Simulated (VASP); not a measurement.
# InP (F-43m) in VASP: a series of runs, part 2 of 2

VASP 6.6.1. Earlier steps stand in the parts before.

### Step 3. Single point, PBE

This run uses another cell than the first one, of 24.35 Å³/atom, 0.920 times its volume.

INCAR

```
PREC = Accurate ; ENCUT = 520
EDIFF = 1E-7 ; ISMEAR = 0
SIGMA = 0.01 ; LREAL = F
LASPH = T ; NELM = 100
ALGO = Normal ; ISIF = 2
LWAVE = F ; LCHARG = F
GGA = PE ; NBANDS = 16
```

KPOINTS

```
Automatic mesh
0
Gamma
  10 10 10
```

POSCAR

```
InP
1.0
    0.0000000000      2.8983960268      2.8983960268
    2.8983960268      0.0000000000      2.8983960268
    2.8983960268      2.8983960268      0.0000000000
In P
1 1
Direct
    0.0000000000      0.0000000000      0.0000000000
    0.7500000000      0.7500000000      0.7500000000
```

Potentials or basis: VASP PAW PBE potentials, release 64 (In_d, P).

The run is started by

```console
> cat potpaw_PBE.64/In_d/POTCAR potpaw_PBE.64/P/POTCAR > POTCAR
> mpirun -np 1 vasp_std > vasp.out
```

OUTCAR:

```text
PREC = Accurate
   ENCUT = 520
   EDIFF = 1E-7
   ISMEAR = 0
   LREAL = F
   LASPH = T
   NELM = 100
   ISIF = 2
   GGA = PE

 ion  position               nearest neighbor table
   1  0.000  0.000  0.000-   2 2.51   2 2.51   2 2.51   2 2.51
   2  0.750  0.750  0.750-   1 2.51   1 2.51   1 2.51   1 2.51

  LATTYP: Found a face centered cubic cell.
 ALAT       =     5.7967920536

  Lattice vectors:

 A1 = (   0.0000000000,   2.8983960268,   2.8983960268)
 A2 = (   2.8983960268,   0.0000000000,   2.8983960268)
 A3 = (   2.8983960268,   2.8983960268,   0.0000000000)
[... 623 lines left out ...]
      3      -8.6090      2.00000
      4      -8.5695      2.00000
      5      -8.4991      2.00000
      6      -4.4265      2.00000
[... 8 lines left out ...]
     15      16.2147      0.00000
     16      18.5273      0.00000

 [... further k-points ...]
[... 5 lines left out ...]
  --------------------------------------------------------------------------------------
  -------------------------------------------------------------------------------------
  Total        1.8017542      1.8017542      1.8017542      0.0000000      0.0000000      0.0000000
  in kB       59.2792831     59.2792831     59.2792831      0.0000000      0.0000000      0.0000000
  external PRESSURE =      59.2792831 kB  Pullay stress =       0.0000000 kB

 VOLUME and BASIS-vectors are now :
 -----------------------------------------------------------------------------
  energy-cutoff  :      520.00
  volume of cell :       48.70
      direct lattice vectors                 reciprocal lattice vectors
     0.000000000  2.898396027  2.898396027    -0.172509207  0.172509207  0.172509207
     2.898396027  0.000000000  2.898396027     0.172509207 -0.172509207  0.172509207
     2.898396027  2.898396027  0.000000000     0.172509207  0.172509207 -0.172509207

 POSITION                                       TOTAL-FORCE (eV/Angst)
 -----------------------------------------------------------------------------------
      0.00000      0.00000      0.00000        -0.000000     -0.000000     -0.000000
      4.34759      4.34759      4.34759         0.000000      0.000000      0.000000
 -----------------------------------------------------------------------------------
    total drift:                                0.000000      0.000000      0.000000

  FREE ENERGIE OF THE ION-ELECTRON SYSTEM (eV)
  ---------------------------------------------------
  free  energy   TOTEN  =        -8.3353795985 eV

  energy  without entropy=       -8.3353795985  energy(sigma->0) =       -8.33537960
```

stdout:

```text
POSCAR found type information on POSCAR InP
 POSCAR found :  2 types and       2 ions
 scaLAPACK will be used
 LDA part: xc-table for (Slater+PW92), standard interpolation
 POSCAR, INCAR and KPOINTS ok, starting setup
 FFT: planning ... GRIDC
 FFT: planning ... GRID_SOFT
 FFT: planning ... GRID
 WAVECAR not read
 entering main loop
```

It took 21 s on 1 thread of AMD EPYC 9R45 (Zen 5), shared host; peak memory 0.16 GiB.

What came out:

| Quantity | Value |
| --- | --- |
| Free energy | -8.3354 eV |
| Pressure | 5.9 GPa |
| Band gap on the k mesh | 0.89 eV, direct |

Levels at points of the mesh, in eV from the valence-band top:
```csv
k point,band 7,band 8,band 9,band 10,band 11,band 12
"(0.00, 0.00, 0.00)",0.00,0.00,0.00,0.89,4.09,4.09
"(0.50, 0.00, 0.00)",-5.91,-1.02,-1.02,1.58,4.81,4.81
"(0.50, 0.50, 0.00)",-5.90,-2.43,-2.43,1.70,2.26,9.42
```

Caveat: spin-orbit coupling is left out, which moves the levels of the heavy elements.

### Step 4. Relaxation of cell and atoms, PBE, target pressure 6 GPa, at which the enthalpy is minimised

INCAR

```
  ALGO = Normal
  EDIFF = 1E-6
  EDIFFG = -0.001
  ENCUT = 600
  GGA = PE
  IBRION = 2
  ISIF = 3
  ISMEAR = 0
  LASPH = T
  LCHARG = F
  LREAL = F
  LWAVE = F
  NELM = 100
  NSW = 80
  PREC = Accurate
  PSTRESS = 60.0
  SIGMA = 0.01
```

KPOINTS

```
k-points
0
Gamma
  10 10 10
```

POSCAR

```
InP
1.0
    0.0000000000      2.9796445641      2.9796445641
    2.9796445641      0.0000000000      2.9796445641
    2.9796445641      2.9796445641      0.0000000000
In P
1 1
Direct
    0.0000000000      0.0000000000      0.0000000000
    0.7500000000      0.7500000000      0.7500000000
```

The run is started by

```console
> cat potpaw_PBE.64/In_d/POTCAR potpaw_PBE.64/P/POTCAR > POTCAR
> mpirun -np 1 vasp_std > vasp.out
```

It took 1.9 min on 1 thread of AMD EPYC 9R45 (Zen 5), shared host; peak memory 0.21 GiB.

It converged, with:

```yaml
Free_energy: -8.3353 eV
Relaxed_volume: 24.34 Å³/atom
Relaxed_cell: a = 4.099 Å, b = 4.099 Å, c = 4.099 Å, α = 60.00°, β = 60.00°, γ = 60.00°
Space_group_after_relaxing_to_0.05_Å: F-43m (No. 216)
Energy_change_on_relaxing_the_enthalpy_is_what_falls: +36.4 meV/atom
Ionic_steps: 8
Pressure_after_relaxing: 6.0 GPa
Band_gap_on_the_k_mesh: 0.89 eV, direct
```

Step by step:
```csv
step,energy change (eV),largest force (eV/Å),pressure (GPa),volume (Å³)
1,0.0000,0.0000,-0.02,52.91
2,0.2425,0.0000,12.30,45.66
3,0.0719,0.0000,5.93,48.71
4,0.0749,0.0000,6.12,48.63
5,0.0707,0.0000,5.90,48.74
6,0.0732,0.0000,6.03,48.68
7,0.0726,0.0000,5.98,48.69
8,0.0728,0.0000,6.00,48.69
```

Final structure:
```xyz
2
Lattice="0.0000 2.8982 2.8982 2.8982 0.0000 2.8982 2.8982 2.8982 0.0000" Properties=species:S:1:pos:R:3 pbc="T T T"
In    0.0000    0.0000    0.0000
P     4.3473    4.3473    4.3473
```

Levels at points of the mesh, in eV from the valence-band top:
```csv
k point,band 5,band 6,band 7,band 8,band 9,band 10,band 11,band 12,band 13
"(0.00, 0.00, 0.00)",-14.09,-11.75,0.00,0.00,0.00,0.89,4.09,4.09,4.09
"(0.50, 0.00, 0.00)",-14.07,-9.91,-5.91,-1.02,-1.02,1.58,4.81,4.81,7.17
"(0.50, 0.50, 0.00)",-14.05,-9.22,-5.90,-2.43,-2.43,1.70,2.26,9.42,9.82
```

Caveat: the cell is relaxed towards a set pressure, so the enthalpy falls and the energy may rise; spin-orbit coupling is left out, which moves the levels of the heavy elements. As with any semilocal functional, this PBE gap is likely too small.

### Step 5. Single point, PBE

INCAR

```
PREC     = Accurate       # precision mode
ENCUT    = 520            # plane-wave cutoff, eV
EDIFF    = 1E-7           # SCF threshold, eV
ISMEAR   = 0              # smearing method
SIGMA    = 0.05           # smearing width, eV
LREAL    = False          # projectors in reciprocal space
LASPH    = True           # aspherical terms in the spheres
NELM     = 60             # most SCF steps
ALGO     = Normal         # electronic algorithm
ISIF     = 2              # what is computed and relaxed
LWAVE    = False          # write WAVECAR
LCHARG   = True           # write CHGCAR
GGA      = PE             # functional
LELF     = True           # ELF
LVHAR    = True         
NBANDS   = 16             # bands
```

KPOINTS

```
Automatic mesh
0
Gamma
  10 10 10
```

POSCAR

```
InP
1.0
    0.0000000000      2.9800342037      2.9800342037
    2.9800342037      0.0000000000      2.9800342037
    2.9800342037      2.9800342037      0.0000000000
In P
1 1
Direct
    0.0000000000      0.0000000000      0.0000000000
    0.7500000000      0.7500000000      0.7500000000
```

Potentials or basis: VASP PAW PBE potentials, release 64 (In_d, P).

The run is started by

```console
> cat potpaw_PBE.64/In_d/POTCAR potpaw_PBE.64/P/POTCAR > POTCAR
> mpirun -np 1 vasp_std > vasp.out
```

OUTCAR:

```text
PREC = Accurate
   ENCUT = 520
   EDIFF = 1E-7
   ISMEAR = 0
   LREAL = False
   LASPH = True
   NELM = 60
   ISIF = 2
   GGA = PE

 ion  position               nearest neighbor table
   1  0.000  0.000  0.000-   2 2.58   2 2.58   2 2.58   2 2.58
   2  0.750  0.750  0.750-   1 2.58   1 2.58   1 2.58   1 2.58

  LATTYP: Found a face centered cubic cell.
 ALAT       =     5.9600684074

  Lattice vectors:

 A1 = (   0.0000000000,   2.9800342037,   2.9800342037)
 A2 = (   2.9800342037,   0.0000000000,   2.9800342037)
 A3 = (   2.9800342037,   2.9800342037,   0.0000000000)

Analysis of symmetry for initial positions (statically):
=====================================================================
 Subroutine PRICEL returns:
 Original cell was already a primitive cell.

 Routine SETGRP: Setting up the symmetry group for a
 face centered cubic supercell.

 Subroutine GETGRP returns: Found 24 space group operations
 (whereof 24 operations were pure point group operations)
 out of a pool of 48 trial point group operations.

The static configuration has the point symmetry T_d .

Analysis of symmetry for dynamics (positions and initial velocities):
[... 153 lines left out ...]
  ext. energy  EPLUGINS =         0.00000000
  ---------------------------------------------------
  free energy    TOTEN  =        -8.40801281 eV

  energy without entropy =       -8.40801281  energy(sigma->0) =       -8.40801281

 E-fermi :   4.8975     XC(G=0):  -9.0618

 val. band max:        4.6535540659   @ k =   0.0000   0.0000   0.0000
 cond. band min:       5.0912292467   @ k =   0.0000   0.0000   0.0000
 fundamental gap:      0.4376751809
 Fermi energy:         4.8974616185

 k-point     1 :       0.0000    0.0000    0.0000
  band No.  band energies     occupation
      1      -9.4407      2.00000
      2      -9.4407      2.00000
      3      -9.4407      2.00000
      4      -9.3122      2.00000
      5      -9.3122      2.00000
      6      -6.5313      2.00000
[... 433 lines left out ...]
      3      -9.3737      2.00000
      4      -9.3405      2.00000
      5      -9.2899      2.00000
      6      -4.9986      2.00000
[... 8 lines left out ...]
     15      15.1828      0.00000
     16      17.0887      0.00000

 [... further k-points ...]
[... 5 lines left out ...]
  --------------------------------------------------------------------------------------
  -------------------------------------------------------------------------------------
  Total       -0.0209916     -0.0209916     -0.0209916      0.0000000      0.0000000      0.0000000
  in kB       -0.6354216     -0.6354216     -0.6354216      0.0000000      0.0000000      0.0000000
  external PRESSURE =      -0.6354216 kB  Pullay stress =       0.0000000 kB

 VOLUME and BASIS-vectors are now :
 -----------------------------------------------------------------------------
  energy-cutoff  :      520.00
  volume of cell :       52.93
      direct lattice vectors                 reciprocal lattice vectors
     0.000000000  2.980034204  2.980034204    -0.167783309  0.167783309  0.167783309
     2.980034204  0.000000000  2.980034204     0.167783309 -0.167783309  0.167783309
     2.980034204  2.980034204  0.000000000     0.167783309  0.167783309 -0.167783309

 POSITION                                       TOTAL-FORCE (eV/Angst)
 -----------------------------------------------------------------------------------
      0.00000      0.00000      0.00000         0.000000      0.000000      0.000000
      4.47005      4.47005      4.47005        -0.000000     -0.000000     -0.000000
 -----------------------------------------------------------------------------------
    total drift:                                0.000000      0.000000      0.000000

  FREE ENERGIE OF THE ION-ELECTRON SYSTEM (eV)
  ---------------------------------------------------
  free  energy   TOTEN  =        -8.4080128144 eV

  energy  without entropy=       -8.4080128144  energy(sigma->0) =       -8.40801281
```

Run time: 78 s. Hardware: 1 thread of Intel Xeon 8259CL, shared host; peak memory 0.17 GiB.

Results:

```
Free energy            : -8.4080 eV
Pressure               : -0.1 GPa
Band gap on the k mesh : 0.44 eV, direct
```

Caveat: spin-orbit coupling is left out, which moves the levels of the heavy elements.

### Step 6. Single point, PBE

This run uses another cell than the first one, of 23.57 Å³/atom, 0.891 times its volume.

INCAR

```
SYSTEM = InP
  ALGO = Normal
  EDIFF = 1E-6
  ENCUT = 520
  GGA = PE
  ISIF = 2
  ISMEAR = 0
  LASPH = .True.
  LCHARG = .False.
  LREAL = .False.
  LWAVE = .False.
  NBANDS = 16
  NELM = 80
  PREC = Accurate
  SIGMA = 0.01
```

KPOINTS

```
k-points
0
Gamma
  10 10 10
  0 0 0
```

POSCAR

```
InP
1.0
    0.0000000000      2.8671498681      2.8671498681
    2.8671498681      0.0000000000      2.8671498681
    2.8671498681      2.8671498681      0.0000000000
In P
1 1
Direct
    0.0000000000      0.0000000000      0.0000000000
    0.7500000000      0.7500000000      0.7500000000
```

Potentials or basis: VASP PAW PBE potentials, release 64 (In_d, P).

The run is started by

```console
> cat potpaw_PBE.64/In_d/POTCAR potpaw_PBE.64/P/POTCAR > POTCAR
> mpirun -np 1 vasp_std > vasp.out
```

It took 69 s on 1 thread of AMD EPYC 7R13, shared host; peak memory 0.16 GiB.

Results (log left out):

```
Free energy            : -8.2632 eV
Pressure               : 8.9 GPa
Band gap on the k mesh : 1.07 eV, direct
```

Levels at points of the mesh, in eV from the valence-band top:
| k point | band 7 | band 8 | band 9 | band 10 | band 11 | band 12 |
| --- | --- | --- | --- | --- | --- | --- |
| (0.00, 0.00, 0.00) | 0.00 | 0.00 | 0.00 | 1.07 | 4.08 | 4.08 |
| (0.50, 0.00, 0.00) | -6.10 | -1.07 | -1.07 | 1.66 | 4.81 | 4.81 |
| (0.50, 0.50, 0.00) | -6.05 | -2.55 | -2.55 | 1.64 | 2.25 | 9.64 |

Caveat: spin-orbit coupling is left out, which moves the levels of the heavy elements.

### Step 7. Overview

```csv
task,level,cell,cutoff (eV),smearing,gap on the mesh (eV),pressure (GPa)
single point,r2SCAN,"a = 4.214 Å, angles 60.0°, 2 atoms",520,gaussian 0.02 eV,0.87,-1.8
single point,PBE,"a = 4.099 Å, angles 60.0°, 2 atoms",520,gaussian 0.01 eV,0.89,5.9
relaxation of cell and atoms,PBE,"relaxed to 6 GPa from a = 4.214 Å, angles 60.0°, 2 atoms",600,gaussian 0.01 eV,0.89,6.0
single point,PBE,"a = 4.214 Å, angles 60.0°, 2 atoms",520,gaussian 0.05 eV,0.44,-0.1
single point,PBE,"a = 4.055 Å, angles 60.0°, 2 atoms",520,gaussian 0.01 eV,1.07,8.9
```

Alike in all rows: potentials or basis VASP PAW PBE potentials, release 64 (In_d, P); no spin polarisation; k mesh 10 × 10 × 10.

Caveats: spin-orbit coupling is left out, which moves the levels of the heavy elements; the PAW data sets were made with another functional, which shifts forces and pressure a little (some runs); the cell is relaxed towards a set pressure, so the enthalpy falls and the energy may rise (some runs).

Absolute energies hang on the potentials; compare differences alone.

### Step 8. Against experiment

Step 2. Against the measured gap of InP, 1.4236 eV (direct; 1.6 K; a printed reference work, data compilation), the calculated 0.87 eV is off by -0.55 eV. Spin-orbit coupling on In is left out. The value is that of r2SCAN, without temperature or zero-point motion.

Step 5. A measured gap of InP is 1.4236 eV (direct; 1.6 K; a printed reference work, data compilation); the calculated 0.44 eV misses it by -0.99 eV. Spin-orbit coupling on In is left out. The value is that of PBE, without temperature or zero-point motion. Semilocal functionals fall short of measured gaps as a rule.
